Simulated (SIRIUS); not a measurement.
# Ir (Fm-3m) in SIRIUS: a series of runs, part 3 of 3

SIRIUS 7.12.0. The steps go on from the part before.

**8. Equation of state, RPBE, 14.90 Å³/atom (volume scaled by 1.06)**

The input, sirius.json:

```json
{
  "control": {
    "processing_unit": "cpu",
    "std_evp_solver_name": "lapack",
    "gen_evp_solver_name": "lapack",
    "verbosity": 2,
    "print_forces": false,
    "ortho_rf": true,
    "use_second_variation": true,
    "rmt_max": 3.0,
    "num_bands_to_print": 24,
    "save_wf": true
  },
  "parameters": {
    "electronic_structure_method": "full_potential_lapwlo",
    "xc_functionals": ["XC_GGA_X_RPBE", "XC_GGA_C_PBE"],
    "core_relativity": "dirac",
    "valence_relativity": "iora",
    "num_fv_states": 24,
    "smearing": "fermi_dirac",
    "smearing_width": 0.0018374661,
    "pw_cutoff": 20,
    "gk_cutoff": 3.74,
    "lmax_apw": 11,
    "lmax_rho": 8,
    "lmax_pot": 8,
    "num_mag_dims": 0,
    "auto_rmt": 0,
    "ngridk": [12, 12, 12],
    "shiftk": [0, 0, 0],
    "num_dft_iter": 80,
    "energy_tol": 1e-07,
    "density_tol": 1e-05,
    "use_symmetry": true
  },
  "settings": {"tol_ne": 1e-10},
  "iterative_solver": {"type": "exact"},
  "mixer": {"type": "anderson", "beta": 0.5, "max_history": 8},
  "unit_cell": {
    "lattice_vectors": [[0.0, 3.6909569845, 3.6909569845], [3.6909569845, 0.0, 3.6909569845], [3.6909569845, 3.6909569845, 0.0]],
    "atom_types": ["Ir"],
    "atom_files": {"Ir": "Ir.json"},
    "atoms": {"Ir": [[0.0, 0.0, 0.0]]}
  }
}
```

The input, Ir.json:

```json
{
  "name": "iridium",
  "symbol": "Ir",
  "number": 77,
  "mass": 192.217,
  "rmin": 1e-06,
  "rmt": 2.46,
  "nrmt": 800,
  "rinf": 13.6,
  "core": "1s2s2p3s3p3d4s4p4d",
  "valence": [
    {"basis": [{"enu": 0.29, "dme": 0, "n": 0, "auto": 0}, {"enu": 0.29, "dme": 1, "n": 0, "auto": 0}]},
    {"l": 0, "n": 1, "basis": [{"enu": 0.39, "dme": 0, "n": 0, "auto": 0}]},
    {"l": 1, "n": 2, "basis": [{"enu": 0.39, "dme": 0, "n": 0, "auto": 0}]},
    {"l": 2, "n": 3, "basis": [{"enu": 0.39, "dme": 0, "n": 0, "auto": 0}]},
    {"l": 3, "n": 4, "basis": [{"enu": 0.39, "dme": 0, "n": 0, "auto": 0}]},
    {"l": 4, "n": 5, "basis": [{"enu": 0.39, "dme": 0, "n": 0, "auto": 0}]}
  ],
  "lo": [
    {"l": 0, "basis": [{"enu": 0.39, "dme": 0, "n": 0, "auto": 0}, {"enu": 0.39, "dme": 1, "n": 0, "auto": 0}]},
    {
      "l": 0,
      "basis": [{"enu": -2.9641, "dme": 0, "n": 5, "auto": 1}, {"enu": -2.9641, "dme": 1, "n": 5, "auto": 1}]
    },
    {
      "l": 0,
      "basis": [{"enu": -2.9641, "dme": 1, "n": 5, "auto": 1}, {"enu": 0.39, "dme": 0, "n": 0, "auto": 0}]
    },
    {"l": 0, "basis": [{"enu": 0.39, "dme": 0, "n": 0, "auto": 0}, {"enu": 3.0339, "dme": 0, "n": 0, "auto": 0}]},
    {"l": 1, "basis": [{"enu": 0.39, "dme": 0, "n": 0, "auto": 0}, {"enu": 0.39, "dme": 1, "n": 0, "auto": 0}]},
    {
      "l": 1,
      "basis": [{"enu": -1.3821, "dme": 0, "n": 5, "auto": 1}, {"enu": -1.3821, "dme": 1, "n": 5, "auto": 1}]
    },
    {
      "l": 1,
      "basis": [{"enu": -1.3821, "dme": 1, "n": 5, "auto": 1}, {"enu": 0.39, "dme": 0, "n": 0, "auto": 0}]
    },
    {"l": 1, "basis": [{"enu": 0.39, "dme": 0, "n": 0, "auto": 0}, {"enu": 3.4305, "dme": 0, "n": 0, "auto": 0}]},
    {"l": 2, "basis": [{"enu": 0.39, "dme": 0, "n": 0, "auto": 0}, {"enu": 0.39, "dme": 1, "n": 0, "auto": 0}]},
    {"l": 2, "basis": [{"enu": 0.39, "dme": 1, "n": 0, "auto": 0}, {"enu": 0.39, "dme": 2, "n": 0, "auto": 0}]},
    {"l": 2, "basis": [{"enu": 0.39, "dme": 0, "n": 0, "auto": 0}, {"enu": 2.9678, "dme": 0, "n": 0, "auto": 0}]},
    {"l": 3, "basis": [{"enu": 0.39, "dme": 0, "n": 0, "auto": 0}, {"enu": 0.39, "dme": 1, "n": 0, "auto": 0}]},
    {
      "l": 3,
      "basis": [{"enu": -1.6796, "dme": 0, "n": 4, "auto": 1}, {"enu": -1.6796, "dme": 1, "n": 4, "auto": 1}]
    },
    {
      "l": 3,
      "basis": [{"enu": -1.6796, "dme": 1, "n": 4, "auto": 1}, {"enu": 0.39, "dme": 0, "n": 0, "auto": 0}]
    },
    {"l": 3, "basis": [{"enu": 0.39, "dme": 0, "n": 0, "auto": 0}, {"enu": 4.2237, "dme": 0, "n": 0, "auto": 0}]},
    {"l": 4, "basis": [{"enu": 0.39, "dme": 0, "n": 0, "auto": 0}, {"enu": 0.39, "dme": 1, "n": 0, "auto": 0}]},
    {"l": 4, "basis": [{"enu": 0.39, "dme": 0, "n": 0, "auto": 0}, {"enu": 3.5627, "dme": 0, "n": 0, "auto": 0}]}
  ],
  "free_atom": [... radial grid and density of the free atom, the start of the SCF ...]
}
```

The input, sirius_start.json:

```json
{
  "control": {
    "processing_unit": "cpu",
    "std_evp_solver_name": "lapack",
    "gen_evp_solver_name": "lapack",
    "verbosity": 1,
    "print_forces": false,
    "ortho_rf": true,
    "use_second_variation": true,
    "rmt_max": 3.0,
    "num_bands_to_print": 24,
    "save_wf": false
  },
  "parameters": {
    "electronic_structure_method": "full_potential_lapwlo",
    "xc_functionals": ["XC_LDA_X", "XC_LDA_C_PW"],
    "core_relativity": "dirac",
    "valence_relativity": "iora",
    "num_fv_states": 24,
    "smearing": "fermi_dirac",
    "smearing_width": 0.0055123983,
    "pw_cutoff": 20,
    "gk_cutoff": 2.99,
    "lmax_apw": 11,
    "lmax_rho": 8,
    "lmax_pot": 8,
    "num_mag_dims": 0,
    "auto_rmt": 0,
    "ngridk": [5, 5, 5],
    "shiftk": [0, 0, 0],
    "num_dft_iter": 30,
    "energy_tol": 0.01,
    "density_tol": 0.05,
    "use_symmetry": true
  },
  "settings": {"tol_ne": 1e-10},
  "iterative_solver": {"type": "exact"},
  "mixer": {"type": "anderson", "beta": 0.5, "max_history": 8},
  "unit_cell": {
    "lattice_vectors": [[0.0, 3.6909569845, 3.6909569845], [3.6909569845, 0.0, 3.6909569845], [3.6909569845, 3.6909569845, 0.0]],
    "atom_types": ["Ir"],
    "atom_files": {"Ir": "Ir.json"},
    "atoms": {"Ir": [[0.0, 0.0, 0.0]]}
  }
}
```

Run with:

```bash
> OMP_NUM_THREADS=1 sirius.scf --input=sirius_start.json --output=start.json
> OMP_NUM_THREADS=1 sirius.scf --input=sirius.json --output=output.json --task=1
```

Wall time 52 s (1 thread of Intel Xeon Platinum 8259CL at 2.50GHz (Skylake/Cascade Lake), shared host); peak memory 0.36 GiB.

It converged, with:

* Free energy: -485958.1310 eV
* Band gap on the k mesh: none (metal or under the smearing width)
* All electrons inside the program's atomic spheres: Ir 75.28 (radii Ir 2.46 bohr)

**9. Equation of state, RPBE**

Potentials or basis: all-electron FP-LAPW, apw+lo standard.

This step only gathers the single runs of the series.

What came out:

```yaml
Equilibrium_volume: 14.65 Å³/atom
Bulk_modulus: 332 GPa
Pressure_derivative_of_the_bulk_modulus: "5.1 (rough: it moves with the points fitted)"
```

Energy against volume, from the lowest point:
| volume (Å³/atom) | energy (meV/atom) |
| --- | --- |
| 13.215 | 180.39 |
| 13.496 | 111.93 |
| 13.778 | 61.37 |
| 14.059 | 27.06 |
| 14.340 | 7.04 |
| 14.621 | 0.00 |
| 14.902 | 3.93 |

The run has no spin-orbit coupling, so splittings on Ir are missing. RPBE and its kin give volumes clearly too large for solids.
